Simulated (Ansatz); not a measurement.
# In (Im-3m) in Ansatz: a series of runs

One crystal, In, is run at these levels: PBE, PBE+D3(BJ); tasks: single point, relaxation of cell and atoms.

Program: Ansatz 0.2.0. These are calculated values, not measurements. Logs are shortened: lines on timing, memory, paths and dates and some standing lists are left out, and cuts for length are marked.

## 1. The structure

The structure is cubic, space group Im-3m (No. 229). Conventional cell: a = 3.765 Å, b = 3.765 Å, c = 3.765 Å, α = 90.00°, β = 90.00°, γ = 90.00°. In (site symmetry m-3m) has 8 In at 3.26 Å as nearest neighbours.

This isn't the form of In at room conditions, which is tetragonal.

## 2. Single point, PBE

File input.yaml:

```yaml
crystal:
  lattice:
    - [-1.88252524, 1.88252524, 1.88252524]
    - [1.88252524, -1.88252524, 1.88252524]
    - [1.88252524, 1.88252524, -1.88252524]
  atoms:
    - { symbol: In, position: [0.0, 0.0, 0.0] }
hamiltonian:
  xc: pbe
  pseudopotentials: { kind: paw }
kpoints:
  mp_grid: { grid: [10, 10, 10] }
scf:
  occupations: { method: gaussian, width: 0.025 }
output:
  forces: true
  stress: true
  eigenvalues: true
```

Potentials or basis: Ansatz PAW.

The run is started by

```bash
$ ansatz run input.yaml --threads 2 --pin off --max-ram 5632MiB --backend cpu --events-out ev --progress --plain --runs-dir out
```

Standard output:

```text
Warning: RAYON_NUM_THREADS=2 ignored (pool sized by the plan → 2); use --threads N
Engine: ansatz 0.2.0, aarch64-unknown-linux-gnu
Pseudopotentials: kind: paw
Pseudopotential: In, paw, valence charge 13, recommended cutoff 420 eV (normal), In.paw.azcp
Functional definition: PBE
  parameter kappa = 0.804
  parameter beta = 0.06672455060314922
  exchange = pbe_x(kappa = kappa, mu = beta*pi^2/3)
  correlation = pbe_c(beta = beta)
Crystal: 1 atoms, lattice volume = 26.686 Å³
Basis set: ecut = 420 eV, 531 PW (Γ), exchange–correlation on 48×48×48 points (8 copies of the dense FFT grid, shifted against one another)
Bands: 11, of which v1, the nominal top of the filled ones, is band 7 counted from 1 (6 counted from 0)
Symmetry: 48 space group operations
Space group: Im-3m (ITA 229), of the structure as read, at distance tolerance 3.0e-5 Å
k-points: 47 of 1000
Non-local potential: In, projectors of the file, l = 0: 2, l = 1: 2, l = 2: 2, l = 3: 2
PAW form: soft (Blöchl's): semilocal exchange-correlation on the pseudo side does not see the compensation charge
PAW one-centre angular grid: In, 590 points (default); XC on 64 Gauss nodes
Initial density: superposition of atomic densities (neutral atoms: chi_scale 0, normalization atom), corrected by the library's trained network
Initial wavefunctions: pseudopotential atomic-orbital guess
Functional: x = pbe(κ = 0.804, μ = 0.2195149727645171), c = pbe(β = 0.06672455060314922)
SCF iter   1: F=—  HF=-5597.834043 eV  |F-HF|=—  |Δ(HF+E_count)|=         —  Δρ=7.45e-4  dr2=8.85e-5  ethr=1.77e-3  ⟨swp⟩=6.0  Hψ=3115  notcnv=0
preconditioner: auto → none  [insulator: Δε(μ)=0.030 eV  Ē_g=19.751 eV  σ=0.025 eV  W_gap=0.53  n_scr=12 (ndim 8)  ℏωp=25.9 eV  f_vac=0.000  D(μ)=3.05/eV (n_scr^D=42)  ε∞_Penn≈2.7]
SCF iter   2: F=—  HF=-5597.833589 eV  |F-HF|=—  |Δ(HF+E_count)|=   4.54e-4  Δρ=3.06e-4  dr2=1.56e-5  ethr=6.81e-7  ⟨swp⟩=2.4  Hψ=1256  notcnv=0
SCF iter   3: F=—  HF=-5597.833608 eV  |F-HF|=—  |Δ(HF+E_count)|=   1.89e-5  Δρ=2.26e-4  dr2=8.57e-6  ethr=1.20e-7  ⟨swp⟩=2.0  Hψ=797  notcnv=0  defer=2
SCF iter   4: F=—  HF=-5597.833604 eV  |F-HF|=—  |Δ(HF+E_count)|=   3.87e-6  Δρ=8.45e-5  dr2=1.11e-6  ethr=6.59e-8  ⟨swp⟩=2.3  Hψ=753  notcnv=0  defer=2
iter 5 did not close the SCF: its close was put off for the readings that it lacked (scf_convergence_deferred on its scf_iter line)
SCF iter   5: F=-5597.833603 eV  HF=-5597.833603 eV  |F-HF|=5.27e-10  |Δ(HF+E_count)|=   4.23e-7  Δρ=2.57e-6  dr2=5.99e-10  ethr=8.55e-9  ⟨swp⟩=2.0  Hψ=746  notcnv=0  defer=2
SCF iter   6: F=-5597.833603 eV  HF=-5597.833603 eV  |F-HF|=5.00e-11  |Δ(HF+E_count)|=   1.24e-9  Δρ=6.69e-7  dr2=5.41e-11  ethr=4.61e-12  ⟨swp⟩=3.1  Hψ=1865  notcnv=0
SCF 1 converged in 6 iterations: F = -5597.833603 eV  dr2 = 5.41e-11
SCF converged after 6 iterations
Free energy (F): -5597.833603 eV
Harris-Foulkes:  -5597.833603 eV  (|F-HF|=5.00e-11)
Internal energy: -5597.832650 eV  (E = F + TS)
E sigma→0 (E₀):  -5597.833126 eV
Entropy (-TS):   -0.000954 eV (-0.954 meV/atom)
Fermi energy:    9.941080 eV
--- Per-component energies (eV) ---
  E_band       = -26.712673
  E_kinetic    = 241.171623
  E_local      = -1086.622227  (includes V_loc(G=0)·N_el)
  E_nonlocal   = 366.015115
  E_hartree    = 425.665699
  E_xc         = -216.033793
  E_vxc        = -100.003722  (∫ρ·V_xc dr)
  E_paw        = -4151.919963  (= ΣΔE_a)
  E_vpaw       = -298.605149  (= ΣTr[D̂ρ^β])
  E_aug_tail   = 0.000026  (compensation charges beyond the density's cutoff)
  E_ewald      = -1176.109129
  E_smearing   = -0.000954  (= −TS)
  E_closure    = -0.000000  (closes the sum)
  Σ components = -5597.833603   (vs F -5597.833603, Δ=0.00e0)
--- Forces (eV/Å), atoms counted from 1 ---
  atom   1  In    -0.00000000     0.00000000    -0.00000000
  max |Σ_I F_I| component: 2.34e-31 eV/Å
--- Stress (GPa, compression-positive) ---
        1.532044      -0.000000      -0.000000
       -0.000000       1.532044      -0.000000
        0.000000      -0.000000       1.532044
  P = ⅓ Tr σ = 1.5320 GPa (15.320 kbar)
--- Band table (eV; the first three rows and the last of 47) ---
  k-point 0: bands = ["-4.6777", "-4.6777", "-4.6777", "-4.4135", "-4.4135", "0.5808", "20.8868", "20.8868", "20.8868", "22.9171", "22.9171"]
  k-point 1: bands = ["-4.6879", "-4.6685", "-4.6386", "-4.4242", "-4.4139", "0.8093", "18.8101", "19.9109", "20.3588", "21.8755", "22.1894"]
  k-point 2: bands = ["-4.7144", "-4.6552", "-4.5343", "-4.4449", "-4.4148", "1.5027", "15.3488", "18.3301", "19.2009", "21.0427", "21.2409"]
  k-point 46: bands = ["-4.7783", "-4.7783", "-4.2893", "-4.2893", "-4.2893", "10.8821", "11.2505", "11.2505", "11.2505", "15.2270", "15.2270"]
```

Wall time 0.62 s (2 threads of Arm Neoverse V1, shared host); peak memory 0.27 GiB.

What came out:

- Free energy: -5597.8336 eV
- Pressure: 1.5 GPa
- Band gap on the k mesh: none (metal or under the smearing width)

Levels at points of the mesh, in eV from the Fermi level:
| k point | band 2 | band 3 | band 4 | band 5 | band 6 | band 7 | band 8 | band 9 | band 10 | band 11 |
| --- | --- | --- | --- | --- | --- | --- | --- | --- | --- | --- |
| (0.00, 0.00, 0.00) | -14.62 | -14.62 | -14.35 | -14.35 | -9.36 | 10.95 | 10.95 | 10.95 | 12.98 | 12.98 |
| (0.00, 0.00, -0.50) | -14.65 | -14.37 | -14.36 | -14.19 | -3.87 | -3.06 | 5.88 | 7.31 | 10.04 | 10.07 |
| (-0.50, -0.50, -0.50) | -14.72 | -14.23 | -14.23 | -14.23 | 0.94 | 1.31 | 1.31 | 1.31 | 5.29 | 5.29 |

## 3. Single point, PBE

input.yaml, as its differences from that of step 2:

```diff
@@ -13,3 +13,3 @@
 scf:
-  occupations: { method: gaussian, width: 0.025 }
+  occupations: { method: gaussian, width: 0.026 }
 output:
@@ -18 +18,5 @@
   eigenvalues: true
+  write_density: true
+  write_potential: true
+  elf: true
+  volumetric_format: npy
```

Potentials or basis: Ansatz PAW.

The run is started by

```bash
$ ansatz run input.yaml --threads 2 --pin off --max-ram 5632MiB --backend cpu --events-out ev --progress --plain --runs-dir out
```

It took 0.86 s on 2 threads of Arm Neoverse V1, shared host; peak memory 0.27 GiB.

It converged, with:

```
Free energy            : -5597.8336 eV
Pressure               : 1.5 GPa
Band gap on the k mesh : none (metal or under the smearing width)
```

Levels at points of the mesh, in eV from the Fermi level:
| k point | band 4 | band 5 | band 6 | band 7 | band 8 | band 9 |
| --- | --- | --- | --- | --- | --- | --- |
| (0.00, 0.00, 0.00) | -14.35 | -14.35 | -9.36 | 10.95 | 10.95 | 10.95 |
| (0.00, 0.00, -0.50) | -14.36 | -14.19 | -3.87 | -3.06 | 5.88 | 7.31 |
| (-0.50, -0.50, -0.50) | -14.23 | -14.23 | 0.94 | 1.31 | 1.31 | 1.31 |

## 4. Relaxation of cell and atoms, PBE+D3(BJ)

File input.yaml:

```yaml
crystal:
  lattice:
    - [-1.88252524, 1.88252524, 1.88252524]
    - [1.88252524, -1.88252524, 1.88252524]
    - [1.88252524, 1.88252524, -1.88252524]
  atoms:
    - { symbol: In, position: [0.0, 0.0, 0.0] }
hamiltonian:
  xc: pbe
  pseudopotentials: { kind: paw }
  dispersion: d3bj
kpoints:
  mp_grid: { grid: [10, 10, 10] }
scf:
  occupations: { method: fermi_dirac, width: 0.05 }
output:
  forces: true
  stress: true
  eigenvalues: true
relax:
  f_tol: 0.01
  max_steps: 40
  cell: { stress_tol: 0.05 }
```

The run is started by

```bash
$ ansatz run input.yaml --threads 2 --pin off --max-ram 5632MiB --backend cpu --events-out ev --progress --plain --runs-dir out
```

Wall time 2.5 s (2 threads of Arm Neoverse V1, shared host); peak memory 0.28 GiB.

Results (log left out):

```yaml
Free_energy: -5598.1694 eV
Relaxed_volume: 26.32 Å³/atom
Relaxed_cell: a = 3.245 Å, b = 3.245 Å, c = 3.245 Å, α = 109.47°, β = 109.47°, γ = 109.47°
Space_group_after_relaxing_to_0.05_Å: Im-3m (No. 229)
Energy_gained_by_relaxing: 0.6 meV/atom
Ionic_steps: 4
Pressure_after_relaxing: 0.0 GPa
Band_gap_on_the_k_mesh: none (metal or under the smearing width)
```

Step by step:
| step | energy change (eV) | largest force (eV/Å) | volume (Å³) |
| --- | --- | --- | --- |
| 1 | 0.0000 | 0.0000 | 26.69 |
| 2 | -0.0007 | 0.0000 | 26.39 |
| 3 | -0.0007 | 0.0000 | 26.32 |
| 4 | -0.0006 | 0.0000 | 26.32 |

Final structure:
```xyz
1
Lattice="-1.8738 1.8738 1.8738 1.8738 -1.8738 1.8738 1.8738 1.8738 -1.8738" Properties=species:S:1:pos:R:3 pbc="T T T"
In    0.0000    0.0000    0.0000
```

Levels at points of the mesh, in eV from the Fermi level:
| k point | band 3 | band 4 | band 5 | band 6 | band 7 | band 8 | band 9 | band 10 |
| --- | --- | --- | --- | --- | --- | --- | --- | --- |
| (0.00, 0.00, 0.00) | -14.62 | -14.34 | -14.34 | -9.44 | 11.12 | 11.12 | 11.12 | 13.04 |
| (0.00, 0.00, -0.50) | -14.36 | -14.35 | -14.17 | -3.86 | -3.10 | 5.96 | 7.38 | 10.14 |
| (-0.50, -0.50, -0.50) | -14.22 | -14.22 | -14.22 | 1.06 | 1.33 | 1.33 | 1.33 | 5.33 |

Caveat: the plane-wave basis is chosen anew once the cell has moved, so the energies of steps on either side of that aren't comparable; pairwise dispersion overbinds metals, which lowers pressure and volume.

## 5. Overview

| task | level | cell | smearing | gap on the mesh (eV) | pressure (GPa) |
| --- | --- | --- | --- | --- | --- |
| single point | PBE | as given | gaussian 0.025 eV | none | 1.5 |
| single point | PBE | as given | gaussian 0.026 eV | none | 1.5 |
| relaxation of cell and atoms | PBE+D3(BJ) | relaxed | fermi-dirac 0.05 eV | none | 0.0 |

Alike in all rows: potentials or basis Ansatz PAW; no spin polarisation; k mesh 10 × 10 × 10; cutoff (eV) 420.

Caveats: the plane-wave basis is chosen anew once the cell has moved, so the energies of steps on either side of that aren't comparable (some runs); pairwise dispersion overbinds metals, which lowers pressure and volume (some runs).

Absolute energies hang on the potentials; compare differences alone.
